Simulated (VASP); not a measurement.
# NbSi (I4_1/amd) in VASP: single point with r2SCAN

Aim: the single point of NbSi with r2SCAN.

Everything below comes from runs of VASP 6.6.1. Logs are shortened: lines on timing, memory, paths and dates and some standing lists are left out, and cuts for length are marked.

## (1) The crystal as given

Symmetry: I4_1/amd, No. 141, tetragonal system. The conventional cell has a = 3.227 Å, b = 3.227 Å, c = 11.037 Å, α = 90.00°, β = 90.00°, γ = 90.00°. Nb (site symmetry -4m2) has 4 Si at 2.28 Å as nearest neighbours. Si (site symmetry -4m2) has 4 Nb at 2.28 Å as nearest neighbours.

The cell was built by a generator and needn't be a form met in nature.

## (2) Single point, r2SCAN

POSCAR reads:

```
NbSi
1.0
    0.0000000000      3.2267317500      0.0000000000
    3.2267317500      0.0000000000      0.0000000000
    1.6133658800      1.6133658800     -5.5183899000
Nb Si
2 2
Direct
    0.0000000000      0.0000000000      0.0000000000
    0.7500000000      0.2500000000      0.5000000000
    0.5000000000      0.5000000000      0.0000000000
    0.2500000000      0.7500000000      0.5000000000
```

INCAR.step1 reads:

```
SYSTEM = NbSi
PREC     = Accurate       ! precision mode
ENCUT    = 520            ! plane-wave cutoff, eV
ISMEAR   = -1             ! smearing method
SIGMA    = 0.1            ! smearing width, eV
LREAL    = .False.        ! projectors in reciprocal space
LASPH    = .True.         ! aspherical terms in the spheres
NELM     = 100            ! most SCF steps
NBANDS   = 25             ! bands
GGA      = PE             ! functional
ALGO     = Normal         ! electronic algorithm
EDIFF    = 1E-4           ! SCF threshold, eV
LWAVE    = .True.         ! write WAVECAR
LCHARG   = .False.        ! write CHGCAR
```

INCAR.step2 reads:

```
SYSTEM = NbSi
PREC     = Accurate       ! precision mode
ENCUT    = 520            ! plane-wave cutoff, eV
EDIFF    = 1E-6           ! SCF threshold, eV
ISMEAR   = -1             ! smearing method
SIGMA    = 0.1            ! smearing width, eV
LREAL    = .False.        ! projectors in reciprocal space
LASPH    = .True.         ! aspherical terms in the spheres
NELM     = 100            ! most SCF steps
ALGO     = Normal         ! electronic algorithm
ISIF     = 2              ! what is computed and relaxed
LWAVE    = .False.        ! write WAVECAR
LCHARG   = .False.        ! write CHGCAR
METAGGA  = R2SCAN         ! meta-GGA
LMIXTAU  = .True.       
NBANDS   = 25             ! bands
ISTART   = 1
```

KPOINTS reads:

```
regular mesh
0
Gamma
  11 11 11
  0 0 0
```

Potentials or basis: VASP PAW PBE potentials, release 64 (Nb_sv, Si).

Run with:

```sh
> cat potpaw_PBE.64/Nb_sv/POTCAR potpaw_PBE.64/Si/POTCAR > POTCAR
> cp INCAR.step1 INCAR
> mpirun -np 1 vasp_std > vasp.out
> cp INCAR.step2 INCAR
> mpirun -np 1 vasp_std > vasp.out
```

OUTCAR:

```text
SYSTEM = NbSi
   PREC = Accurate
   ENCUT = 520
   EDIFF = 1E-6
   ISMEAR = -1
   LREAL = .False.
   LASPH = .True.
   NELM = 100
   ISIF = 2
   METAGGA = R2SCAN
   ISTART = 1

 ion  position               nearest neighbor table
   1  0.000  0.000  0.000-   3 2.28   3 2.28   3 2.28   3 2.28
   2  0.750  0.250  0.500-   4 2.28   4 2.28   4 2.28   4 2.28
   3  0.500  0.500  0.000-   1 2.28   1 2.28   1 2.28   1 2.28
   4  0.250  0.750  0.500-   2 2.28   2 2.28   2 2.28   2 2.28

  LATTYP: Found a body centered tetragonal cell.
 ALAT       =     3.2267317500
 C/A-ratio  =     3.4204206160

  Lattice vectors:

 A1 = (  -1.6133658800,   1.6133658700,   5.5183899000)
 A2 = (   1.6133658700,  -1.6133658800,   5.5183899000)
 A3 = (   1.6133658800,   1.6133658800,  -5.5183899000)

Analysis of symmetry for initial positions (statically):
=====================================================================
 Subroutine PRICEL returns:
 Original cell was already a primitive cell.

 Routine SETGRP: Setting up the symmetry group for a
 body centered tetragonal supercell.

 Subroutine GETGRP returns: Found 16 space group operations
 (whereof  8 operations were pure point group operations)
 out of a pool of 16 trial point group operations.

The static configuration has the point symmetry D_2d.
 The point group associated with its full space group is D_4h.

Analysis of symmetry for dynamics (positions and initial velocities):
=====================================================================
 Subroutine PRICEL returns:
 Original cell was already a primitive cell.

 Routine SETGRP: Setting up the symmetry group for a
 body centered tetragonal supercell.

 Subroutine GETGRP returns: Found 16 space group operations
 (whereof  8 operations were pure point group operations)
 out of a pool of 16 trial point group operations.

The dynamic configuration has the point symmetry D_2d.
 The point group associated with its full space group is D_4h.

 Subroutine INISYM returns: Found 16 space group operations
 (whereof  8 operations are pure point group operations),
 and found     1 'primitive' translations

----------------------------------------------------------------------------------------

                                     Primitive cell
[... 85 lines left out ...]
 SYSTEM =  NbSi
   PREC   = accura    normal or accurate (medium, high low for compatibility)
   ISTART =      1    job   : 0-new  1-cont  2-samecut
   ICHARG =      0    charge: 1-file 2-atom 10-const
   ISPIN  =      1    spin polarized calculation?
   LNONCOLLINEAR =      F non collinear calculations
   LSORBIT =      F    spin-orbit coupling
   LASPH  =      T    aspherical Exc in radial PAW
   ENCUT  =  520.0 eV  38.22 Ry    6.18 a.u.   6.00  6.00 11.10*2*pi/ulx,y,z
   NELM   =    100;   NELMIN=  2; NELMDL=  0     # of ELM steps
   EDIFF  = 0.1E-05   stopping-criterion for ELM
   LREAL  =      F    real-space projection
   EDIFFG = 0.1E-04   stopping-criterion for IOM
   NSW    =      0    number of steps for IOM
   IBRION =     -1    ionic relax: 0-MD 1-quasi-New 2-CG
   NFREE  =      0    steps in history (QN), initial steepest desc. (CG)
   ISIF   =      2    stress and relaxation
   ISYM   =      2    0-nonsym 1-usesym 2-fastsym
   POTIM  = 0.5000    time-step for ionic-motion
   TEBEG  =    0.0;   TEEND  =   0.0 temperature during run
   PSTRESS=    0.0 pullay stress
   NELECT =      34.0000    total number of electrons
   NUPDOWN=      -1.0000    fix difference up-down
   EMIN   =  10.00;   EMAX   =-10.00  energy-range for DOS
   EFERMI =   0.00;   METHOD = LEGACY
   ISMEAR =    -1;   SIGMA  =   0.10  broadening in eV -4-tet -1-fermi 0-gaus
   EFERMI_NEDOS =   21; number of points for ismear=-14 and -15
   IALGO  =     38    algorithm
   IMIX   =      4    mixing-type and parameters
     AMIX     =   0.40;   BMIX     =  1.00
     AMIX_MAG =   1.60;   BMIX_MAG =  1.00
  volume/ion in A,a.u.               =      14.36        96.93
  Fermi-wavevector in a.u.,A,eV,Ry     =   1.374427  2.597291 25.702090  1.889050
  Thomas-Fermi vector in A             =   2.499855
   LORBIT       =      0    0 simple, 1 ext, 2 COOP (PROOUT), +10 PAW based schemes
   METAGGA = R2SCAN    functional components
   LHFCALC =     F    Hartree Fock is set to
   AEXX    =    0.0000 exact exchange contribution
   IVDW    =     0    specifies the selected vdW correction
   LEPSILON=     F    determine dielectric tensor
   LRPA    =     F    only Hartree local field effects (RPA)
 non-spin polarized calculation
  energy-cutoff  :      520.00
  volume of cell :       57.46
 maximum number of plane-waves:      1568
   NGX = 11   NGY = 11   NGZ = 23

 number of electron      33.9999999 magnetization

 Free energy of the ion-electron system (eV)
  ---------------------------------------------------
  ext. energy  EPLUGINS =         0.00000000
  ---------------------------------------------------
  free energy    TOTEN  =       -64.60698605 eV

  energy without entropy =      -64.51298188  energy(sigma->0) =      -64.55998396

 E-fermi :  11.8355     XC(G=0): -13.3365

 val. band max:       11.8323452943   @ k =  -0.0909  -0.0909   0.2727
 cond. band min:      11.8366542075   @ k =  -0.1818  -0.2727   0.2727
 fundamental gap:      0.0043089132
 Fermi energy:        11.8354753299

 k-point     1 :       0.0000    0.0000    0.0000
  band No.  band energies     occupation
      1     -43.9709      2.00000
      2     -43.9036      2.00000
      3     -19.6806      2.00000
      4     -19.4149      2.00000
      5     -19.4149      2.00000
      6     -19.3855      2.00000
[... 661 lines left out ...]
     24      17.9872      0.00000
     25      18.0565      0.00000

 [... further k-points ...]
[... 5 lines left out ...]
  --------------------------------------------------------------------------------------
  -------------------------------------------------------------------------------------
  Total       29.0916592     29.0916592     -0.0412705      0.0000000      0.0000000      0.0000000
  in kB      811.2243277    811.2243277     -1.1508330      0.0000000      0.0000000      0.0000000
  external PRESSURE =     540.4326075 kB  Pullay stress =       0.0000000 kB

 VOLUME and BASIS-vectors are now :
 -----------------------------------------------------------------------------
  energy-cutoff  :      520.00
  volume of cell :       57.46
      direct lattice vectors                 reciprocal lattice vectors
     0.000000000  3.226731750  0.000000000     0.000000000  0.309911104  0.090606139
     3.226731750  0.000000000  0.000000000     0.309911104  0.000000000  0.090606139
     1.613365880  1.613365880 -5.518389900     0.000000000  0.000000000 -0.181212277

 POSITION                                       TOTAL-FORCE (eV/Angst)
 -----------------------------------------------------------------------------------
      0.00000      0.00000      0.00000        -0.000000     -0.000000      0.000000
      1.61337      3.22673     -2.75919        -0.000000     -0.000000      0.000000
      1.61337      1.61337      0.00000         0.000000      0.000000      0.000000
      3.22673      1.61337     -2.75919        -0.000000     -0.000000      0.000000
 -----------------------------------------------------------------------------------
    total drift:                                0.000000      0.000000      0.000000

  FREE ENERGIE OF THE ION-ELECTRON SYSTEM (eV)
  ---------------------------------------------------
  free  energy   TOTEN  =       -64.6069860459 eV

  energy  without entropy=      -64.5129818790  energy(sigma->0) =      -64.55998396
```

Run time: 5.6 min. Hardware: 1 thread of Intel Xeon Platinum 8259CL at 2.50GHz (Skylake/Cascade Lake), shared host; peak memory 0.28 GiB.

What came out:

| Item | Value |
| --- | --- |
| Free energy | -64.6070 eV |
| Pressure | 54.0 GPa |
| Band gap on the k mesh | none (metal or under the smearing width) |

Stress tensor (GPa, compression positive):
```
81.12  0.00  0.00
 0.00 81.12  0.00
 0.00  0.00 -0.12
```

Caveat: a pressure of tens of GPa on the cell as given is suspect, and the run, the potentials or the cell itself is likely at fault; the PAW data sets were made with another functional, which shifts forces and pressure a little.
